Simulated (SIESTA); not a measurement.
## InP: equation of state with vdW-DF-cx

**Measured values to compare with.**

A printed reference work, data compilation reports, for a bulk crystal of InP: bulk modulus 71 GPa.

InP:

```
In P
1.0
     0.00000    2.93050    2.93050
     2.93050    0.00000    2.93050
     2.93050    2.93050    0.00000
In P
1 1
Direct
  0.00000 0.00000 0.00000
  0.75000 0.75000 0.75000
```

| Item | Value |
| --- | --- |
| Program | SIESTA 5.4.2 |
| Task | equation of state |
| Functional | vdW-DF-cx |
| Potentials or basis | PseudoDojo 0.4 standard (PBE files) |
| Basis | DZP (energy shift 0.003 Ry; two zetas on semicore shells) |
| Grid cutoff | 500 Ry |
| Energy shift | 0.003 Ry |
| k mesh | 8 × 8 × 8 |
| Occupations | fermi-dirac, width 0.05 eV |
| Spin | no spin polarisation |

```
Equilibrium volume                      : 25.86 Å³/atom
Bulk modulus                            : 66 GPa
Pressure derivative of the bulk modulus : 4.5
```

Energy against volume, from the lowest point:
```
volume (Å³/atom)  energy (meV/atom)
          23.657              45.11
          24.160              25.74
          24.663              12.15
          25.167               3.77
          25.670               0.00
          26.173               0.51
          26.677               4.70
```

All runs of the series together: 4.5 min on 1 thread of Intel(R) Xeon(R) 6975P-C (Granite Rapids), with other jobs on the host.

Against the measured bulk modulus of InP, 71 GPa (a printed reference work, data compilation), the calculated 66 GPa is off by -7.5 %. The fit is for a static lattice scaled at fixed shape and fixed fractional positions.

Caveat: the potentials were made for another functional, which shifts forces and pressure; the basis of atomic orbitals isn't converged, which shifts pressures, moduli and gaps.
